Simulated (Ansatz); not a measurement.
AgCl (Fm-3m) at 2 levels of theory

One geometry, relaxed with PBE; plane waves with PAW potentials in Ansatz, scalar-relativistic. No spin polarisation. Gaps are the least over mesh and band path; pressure is positive in compression.

```
Ag Cl
1.0
     0.00000    2.80596    2.80596
     2.80596    0.00000    2.80596
     2.80596    2.80596    0.00000
Ag Cl
1 1
Cartesian
  0.0000 0.0000 0.0000
  2.8060 2.8060 2.8060
```

```csv
level,cutoff (eV),k mesh,gap (eV),pressure (GPa)
PBE,420,8×8×8,0.92,0.0
```

What comes out on the same cell with PBEsol?

```json
{"level": "PBEsol", "cutoff (eV)": "420", "k mesh": "8×8×8", "gap (eV)": "0.74", "pressure (GPa)": "-4.0"}
```

The cell was reached from a generator's guess, though it ends in a space group that the Crystallography Open Database lists for this formula.
